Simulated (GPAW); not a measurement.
# CdTe (F-43m) in GPAW: settings compared

One crystal, CdTe, is run at these levels: PBE+D3, r2SCAN+D4, PBEint; tasks: equation of state, band structure.

Program: GPAW 26.7.0. These are calculated values, not measurements. Logs are shortened: lines on timing, memory, paths and dates and some standing lists are left out, and cuts for length are marked. The log counts tension as positive stress, the text compression.

**Experimental background.**

From “Multiscale insight into the Cd1-xZnxTe vibrational-mechanical properties -- High-pressure experiments and ab initio calculations”, 2023, arxiv:2306.14539, for a powder of CdTe: bulk modulus 42 ± 2 GPa.

A printed reference work, data compilation reports, for a bulk crystal of CdTe at 0 K: band gap 1.607 eV.

The results are compared with them further down.

## 1. The structure

Symmetry: F-43m, No. 216, cubic system. Conventional cell: a = 6.410 Å, b = 6.410 Å, c = 6.410 Å, α = 90.00°, β = 90.00°, γ = 90.00°. Around Te (site symmetry -43m) lie 4 Cd at 2.78 Å. Cd (site symmetry -43m) is surrounded by 4 Te at 2.78 Å.

## 2. Equation of state, PBE+D3

run.py reads:

```python
from ase.calculators.mixing import SumCalculator
from ase.eos import EquationOfState
from ase.io import Trajectory
from ase.spacegroup import crystal
from ase.units import GPa
from dftd3.ase import DFTD3
from gpaw import GPAW, PW

# Te 4c
# Cd 4a
atoms = crystal(['Te', 'Cd'],
                basis=[[0.25, 0.25, 0.25],
                       [0.0, 0.0, 0.0]],
                spacegroup=216, setting=1,  # F-43m
                cellpar=[6.41, 6.41, 6.41, 90.0, 90.0, 90.0],
                primitive_cell=True)

traj = Trajectory('eos.traj', 'w')
volumes, energies = [], []
for x in [0.94, 0.96, 0.98, 1.0, 1.02, 1.04, 1.06]:
    a = atoms.copy()
    a.set_cell(atoms.cell * x**(1 / 3), scale_atoms=True)
    calc = GPAW(mode=PW(600),
                xc='PBE',
                kpts={'size': (6, 6, 6), 'gamma': True},
                occupations={'name': 'fermi-dirac', 'width': 0.05},
                nbands=18,
                convergence={'density': 1e-05, 'energy': 1e-05},
                maxiter=150,
                txt=f'eos-{x:.2f}.txt')
    a.calc = SumCalculator([calc, DFTD3(method='pbe', damping='d3zero')])
    energies.append(a.get_potential_energy())
    volumes.append(a.get_volume())
    p = -a.get_stress()[:3].mean() / GPa
    calc.write(f'eos-{x:.2f}.gpw')
    traj.write(a)
    print(f'{x:.2f} {volumes[-1]:10.4f} A^3 {energies[-1]:14.6f} eV {p:9.3f} GPa', flush=True)

v0, e0, B = EquationOfState(volumes, energies, eos='birchmurnaghan').fit()
print(f'V0 = {v0:.4f} A^3, E0 = {e0:.6f} eV, B0 = {B / GPa:.2f} GPa')
```

Potentials or basis: GPAW PAW data sets (gpaw-data 1.2.1), pw.

Command:

```bash
OMP_NUM_THREADS=1 python run.py
```

Output:

```text
__  _  _
 | _ |_)|_||  |
 |__||  | ||/\| - 26.7.0

Input parameters:
  mode=PW(ecut=600.0),
  convergence={'density': 1e-05, 'energy': 1e-05},
  kpts=MonkhorstPack(size=(6, 6, 6), gamma=True),
  maxiter=150,
  nbands=18,
  occupations=Occupations(name='fermi-dirac', width=0.05),
  xc=XC(name='PBE')

Diagonalizing LCAO Hamiltonian
Converting LCAO to pw mode

            Te

       Cd

Atoms  # Å, Bohr magnetons
|   | symbol |        x |        y |        z |    initial magnetic moments |
|---|--------|----------|----------|----------|-----------------------------|
| 0 |     Te | 1.580842 | 1.580842 | 1.580842 | ( 0.0000,  0.0000,  0.0000) |
| 1 |     Cd | 0.000000 | 0.000000 | 0.000000 | ( 0.0000,  0.0000,  0.0000) |

Unit cell  # Å
| periodic |        x |        y |        z |  lengths |    angles |
|----------|----------|----------|----------|----------|-----------|
|      yes | 0.000000 | 3.161684 | 3.161684 | 4.471296 | 60.000000 |
|      yes | 3.161684 | 0.000000 | 3.161684 | 4.471296 | 60.000000 |
|      yes | 3.161684 | 3.161684 | 0.000000 | 4.471296 | 60.000000 |

Number of symmetries: 24
Symmetry operations  # r_c * U_cc + t_c -> r_c
|    | kind |            matrix            |
|----|------|------------------------------|
|  0 |  E   |  1, 0, 0,  0, 1, 0,  0, 0, 1 |
|  1 |  σ   |  1, 0, 0,  0, 0, 1,  0, 1, 0 |
|  2 |  σ   |  1, 0,-1,  0, 1,-1,  0, 0,-1 |
|  3 |  C3  |  1, 0,-1,  0, 0,-1,  0, 1,-1 |
|  4 |  C3  |  1,-1, 0,  0,-1, 1,  0,-1, 0 |
|  5 |  σ   |  1,-1, 0,  0,-1, 0,  0,-1, 1 |
|  6 |  σ   |  0, 1, 0,  1, 0, 0,  0, 0, 1 |
|  7 |  C3  |  0, 1, 0,  0, 0, 1,  1, 0, 0 |
|  8 |  C2  |  0, 1,-1,  1, 0,-1,  0, 0,-1 |
|  9 |  S4  |  0, 1,-1,  0, 0,-1,  1, 0,-1 |
| 10 |  C3  |  0, 0, 1,  1, 0, 0,  0, 1, 0 |
| 11 |  σ   |  0, 0, 1,  0, 1, 0,  1, 0, 0 |
| 12 |  S4  |  0, 0,-1,  1, 0,-1,  0, 1,-1 |
| 13 |  C3  |  0, 0,-1,  0, 1,-1,  1, 0,-1 |
| 14 |  S4  |  0,-1, 1,  1,-1, 0,  0,-1, 0 |
| 15 |  C2  |  0,-1, 1,  0,-1, 0,  1,-1, 0 |
| 16 |  C3  |  0,-1, 0,  1,-1, 0,  0,-1, 1 |
| 17 |  S4  |  0,-1, 0,  0,-1, 1,  1,-1, 0 |
| 18 |  S4  | -1, 1, 0, -1, 0, 1, -1, 0, 0 |
| 19 |  C3  | -1, 1, 0, -1, 0, 0, -1, 0, 1 |
| 20 |  C3  | -1, 0, 1, -1, 1, 0, -1, 0, 0 |
| 21 |  S4  | -1, 0, 1, -1, 0, 0, -1, 1, 0 |
| 22 |  σ   | -1, 0, 0, -1, 1, 0, -1, 0, 1 |
| 23 |  C2  | -1, 0, 0, -1, 0, 1, -1, 1, 0 |

BZ-sampling:
  Number of BZ points: 216
  Number of IBZ points: 16

  Monkhorst-Pack size: [6, 6, 6]
  Monkhorst-Pack shift: [0.08333333333333333, 0.08333333333333333, 0.08333333333333333]

K-points  # in reciprocal-cell coordinates
|     |                                coordinates |     weight |
|-----|--------------------------------------------|------------|
|   0 | (  0.00000000,   0.00000000,   0.00000000) | 0.00462963 |
|   1 | (  0.16666667,   0.16666667,   0.00000000) | 0.02777778 |
|   2 | (  0.16666667,   0.16666667,   0.16666667) | 0.03703704 |
|   3 | (  0.33333333,   0.16666667,   0.16666667) | 0.05555556 |
|   4 | (  0.33333333,   0.33333333,  -0.33333333) | 0.05555556 |
|   5 | (  0.33333333,   0.33333333,   0.00000000) | 0.02777778 |
|   6 | (  0.33333333,   0.33333333,   0.16666667) | 0.11111111 |
|   7 | (  0.33333333,   0.33333333,   0.33333333) | 0.03703704 |
|   8 | (  0.50000000,   0.33333333,  -0.33333333) | 0.11111111 |
|   9 | (  0.50000000,   0.33333333,  -0.16666667) | 0.05555556 |
| ... |                                            |            |
|  15 | (  0.50000000,   0.50000000,   0.50000000) | 0.01851852 |

Plane wave coefficients: 2126
Cutoff: 600.0 eV

Spin-components: 1 (collinear spins)
Bands:           18
Projectors:      11
Spin-degeneracy: 2
Datatype:        complex128

Parallelization:
  kpt:    1
  domain: 1
  band:   1

Density:
  Valence electrons: 18.0
  Components: 1
  Grid points: [27 27 27]
  Charge: 0.0  # |e|

Potential:
  Grid points: [27 27 27]

species:
  Te:
    name:    Tellurium
    Z:       52.0
    valence: 6
    core:    46
    charge:  0.0  # [|e|]
    compensation charges:
      type: gauss
      rc: 0.36  # [Å]
      lmax: 2
    cutoffs:
      filter: 2.09  # [Å]
      core: 3.17  # [Å]
    projectors
    | kind |    occ | energy [eV] | rcut [Å] |
    |------|--------|-------------|----------|
    |   5s |  2.000 |     -15.089 |    1.180 |
    |   5p |  4.000 |      -5.955 |    1.196 |
    |    s |        |      12.123 |    1.180 |
    |    p |        |      21.256 |    1.196 |
    |    d |        |       0.000 |    1.238 |

    Using partial waves for Te as LCAO basis

  Cd:
    name:    Cadmium
    Z:       48.0
    valence: 12
    core:    36
    charge:  0.0  # [|e|]
    compensation charges:
      type: gauss
      rc: 0.38  # [Å]
      lmax: 2
    cutoffs:
      filter: 2.12  # [Å]
      core: 2.62  # [Å]
    projectors
    | kind |    occ | energy [eV] | rcut [Å] |
    |------|--------|-------------|----------|
    |   5s |  2.000 |      -5.655 |    1.191 |
    |   5p |  0.000 |      -1.186 |    1.228 |
    |   4d | 10.000 |     -11.739 |    1.164 |
    |    s |        |      21.556 |    1.191 |
    |    p |        |      26.026 |    1.228 |
    |    d |        |      15.473 |    1.164 |

    Using partial waves for Cd as LCAO basis

Reference energy: -336963.801770  # eV

eigensolver:
  PPCG
  Converge bands: occupied
  niter=2

density mixing:
  MSR1-Mixer
  Pratt-step length: 0.05
  Maximum mixing coefficient: 0.75
  Old densities: 10
  SVD Regularization: 0.005
  Good broyden scale: 1.0
  Trust region scale: 1.0
  Backstep threshold: 4.0
  History deletion threshold: 6.0
  Fourier metric: weight=20.0, sigma=0.015

occupation numbers:
  Fermi-Dirac:
    width: 0.0500  # eV

poisson solver:
  ecut: 4800.0  # eV

xc functional:
  name: PBE with 2 nearest neighbor stencil

convergence criteria:
- Maximum integral of absolute [dens]ity change: 1e-05 electrons / valence electron
- Maximum [total energy] change in last 3 cyles: 1e-05 eV / valence electron
- Maximum integral of absolute [eigenst]ate change: 4e-08 eV^2 / valence electron
maximum number of iterations: 150

SCF iterations
|iter     | |      energy | eigst |  dens |
|---------|-|-------------|-------|-------|
|iter:   1| |   -5.137862 | -0.32 |       |
|iter:   2| |   -5.094887 | -2.34 | -1.25 |
|iter:   3| |   -4.927308 | -1.76 | -1.30 |
|iter:   4| |   -4.925816 | -3.25 | -1.76 |
|iter:   5| |   -4.925477 | -3.76 | -2.20 |
|iter:   6| |   -4.925517 | -5.38 | -2.90 |
|iter:   7| |   -4.925521c| -6.67 | -3.57 |
|iter:   8| |   -4.925521c| -7.80c| -4.33 |
|iter:   9| |   -4.925521c| -8.49c| -5.38c|

Converged in 9 steps
Energy contributions relative to reference atoms: (reference = -336963.801770)

Energy contributions:
  Kinetic:          25.834611
  Coulomb:         -23.029016
  Zero:              0.255751
  External:          0.000000
  Xc:               -7.986866
  Entropy:          -0.000001
  Spinorbit:         0.000000
  ----------------------------
  Free energy:      -4.925521
  Extrapolated:     -4.925521

dipole moment: (-25.587227, -25.587227, -25.587227)  # |e|*Ang

Fermi level: 5.074
Eigenvalues  # (at kpt = [0.000, 0.000, 0.000])
| band index |      eig [eV] | occ [0-2] |
|------------|---------------|-----------|
|          0 |        -7.066 |     2.000 |
|          1 |        -3.979 |     2.000 |
|          2 |        -3.979 |     2.000 |
|          3 |        -3.979 |     2.000 |
|          4 |        -3.658 |     2.000 |
|          5 |        -3.658 |     2.000 |
[... 10 lines left out ...]
|         16 |        14.645 |     0.000 |
|         17 |        14.645 |     0.000 |

Gap: 0.996 eV
Transition (v -> c):
  (s=0, k=0, n=8, [0.00, 0.00, 0.00]) -> (s=0, k=0, n=9, [0.00, 0.00, 0.00])
No difference between direct/indirect transitions

Stress tensor  # eV/Ang^3
|         x |         y |         z |
|-----------|-----------|-----------|
| -0.038692 |  0.000000 |  0.000000 |
|  0.000000 | -0.038692 |  0.000000 |
|  0.000000 |  0.000000 | -0.038692 |

# Writing to eos-0.96.gpw (mode='')
```

It took 64 s on 1 thread of AMD EPYC 7R13 (Zen 3), shared host; peak memory 0.28 GiB.

What came out:

```
Equilibrium volume                      : 34.44 Å³/atom
Bulk modulus                            : 40 GPa
Pressure derivative of the bulk modulus : 4.9
```

Energy against volume, from the lowest point:
| volume (Å³/atom) | energy (meV/atom) |
| --- | --- |
| 30.947 | 54.87 |
| 31.605 | 34.62 |
| 32.263 | 19.54 |
| 32.922 | 9.06 |
| 33.580 | 2.70 |
| 34.239 | 0.00 |
| 34.897 | 0.56 |

Spin-orbit coupling is left out, which matters for the levels of Te.

(Continued in part 2 of 3.)
